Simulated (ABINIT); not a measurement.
Here is an ABINIT 10.8.3 (patched build) calculation.

Contents of run.abi:

```
# Datasets: ground state, then fixed potential
ndtset 2

# Pseudopotentials
pp_dirpath "./"
pseudos "As.LDA_PW-JTH.xml, B.LDA_PW-JTH.xml"

# Structure
acell 3*1.0 Angstrom
rprim
     0.0000000000     2.3885000000     2.3885000000
     2.3885000000     0.0000000000     2.3885000000
     2.3885000000     2.3885000000     0.0000000000
ntypat 2
znucl 33 5
natom 2
typat 1 2
xred
     0.7500000000     0.7500000000     0.7500000000
     0.0000000000     0.0000000000     0.0000000000

# Plane-wave basis
ecut 408.170794 eV
pawecutdg 30.0

# Exchange and correlation
ixc -1007

# Bands and occupations
occopt 3
tsmear 0.05 eV

# Spin
nspinor 2
nspden 1
pawspnorb 1

# SCF cycle
nstep 100

# Output
iomode 3
prtwf 0
prteig 0
prtebands 0
prtden1 1
prtvha1 1
prtvclmb1 1
prtpot1 1

# Dataset 1
kptopt1 4
ngkpt1 10 10 10
nshiftk1 1
shiftk1 0.0 0.0 0.0
nband1 26
tolvrs1 1.0e-9

# Dataset 2: bands along G-X-W-K-G-L-U-W-L-K
iscf2 -2
getden2 1
nband2 34
nbdbuf2 2
tolwfr2 1.0e-12
kptopt2 -9
ndivsm2 6
prteig2 1
prtvol2 -3
kptbounds2
     0.0000000000     0.0000000000     0.0000000000
     0.5000000000     0.0000000000     0.5000000000
     0.5000000000     0.2500000000     0.7500000000
     0.3750000000     0.3750000000     0.7500000000
     0.0000000000     0.0000000000     0.0000000000
     0.5000000000     0.5000000000     0.5000000000
     0.6250000000     0.2500000000     0.6250000000
     0.5000000000     0.2500000000     0.7500000000
     0.5000000000     0.5000000000     0.5000000000
     0.3750000000     0.3750000000     0.7500000000
```

Potentials or basis: JTH PAW LDA v2.0.

Command:

```console
$ abinit run.abi > log 2>&1
```

Problem. What does it give for the band gap on the k mesh?

Solution. 1.06 eV, indirect (least direct gap 3.04 eV).

Problem. Estimate the pressure.

Solution. -4.2 GPa.

Problem. Predict the band gap along the path.

Solution. 1.07 eV, indirect (least direct gap 3.04 eV).

Levels at the corners of the path, in eV from the valence-band top:
```
point  band 16  band 17  band 18  band 19  band 20  band 21
    Γ     0.00     0.00     0.00     3.04     3.04     3.26
    X    -4.21    -4.07    -4.07     1.28     1.28     1.37
    W    -5.50    -5.27    -5.25     5.13     5.13     5.78
    K    -5.98    -3.55    -3.54     1.92     1.93     5.39
    Γ     0.00     0.00     0.00     3.04     3.04     3.26
    L    -1.96    -1.81    -1.81     2.60     2.60     4.65
    U    -5.98    -3.55    -3.54     1.92     1.93     5.39
    W    -5.50    -5.27    -5.25     5.13     5.13     5.78
    L    -1.96    -1.81    -1.81     2.60     2.60     4.65
    K    -5.98    -3.55    -3.54     1.92     1.93     5.39
```
